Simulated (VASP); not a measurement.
# GeSe: band structure with PBE+D3(BJ)

Crystal: GeSe.

```
CELL_PARAMETERS angstrom
10.96559 0.00000 0.00000
0.00000 3.88277 0.00000
0.00000 0.00000 4.42005
ATOMIC_POSITIONS crystal
Ge 0.12339 0.75000 0.88752
Ge 0.62339 0.75000 0.61248
Ge 0.37661 0.25000 0.38752
Ge 0.87661 0.25000 0.11248
Se 0.85489 0.75000 0.50186
Se 0.35489 0.75000 0.99814
Se 0.64511 0.25000 0.00186
Se 0.14511 0.25000 0.49814
```

```json
{"Program": "VASP 6.6.1", "Task": "band structure", "Functional": "PBE", "Dispersion": "D3(BJ)", "Potentials or basis": "VASP PAW PBE potentials, release 64 (Ge_d, Se)", "Cutoff": "520 eV", "k mesh": "2 × 6 × 6", "Occupations": "gaussian, width 0.03 eV", "Spin": "spin-orbit coupling, no magnetisation", "Further INCAR settings": "ALGO = Normal; EDIFF = 1e-06; NBANDS = 100"}
```

* Pressure: 0.1 GPa
* Largest force: 0.024 eV/Å
* Valence electrons inside the program's atomic spheres: Ge 12.12; Se 3.81
* Dispersion energy per atom: -0.358 eV

Forces on the atoms (eV/Å):
```
Ge   0.019  0.000 -0.015
Ge   0.019  0.000  0.015
Ge  -0.019  0.000 -0.015
Ge  -0.019  0.000  0.015
Se  -0.009  0.000 -0.019
Se  -0.009  0.000  0.019
Se   0.009  0.000 -0.019
Se   0.009  0.000  0.019
```

Stress tensor (GPa, compression positive):
```
0.22 0.00 0.00
0.00 0.06 0.00
0.00 0.00 0.00
```

It took 92 min on 2 MPI ranks on Intel(R) Xeon(R) Platinum 8488C (Sapphire Rapids), on a shared host, peak memory 1.6 GiB a rank.
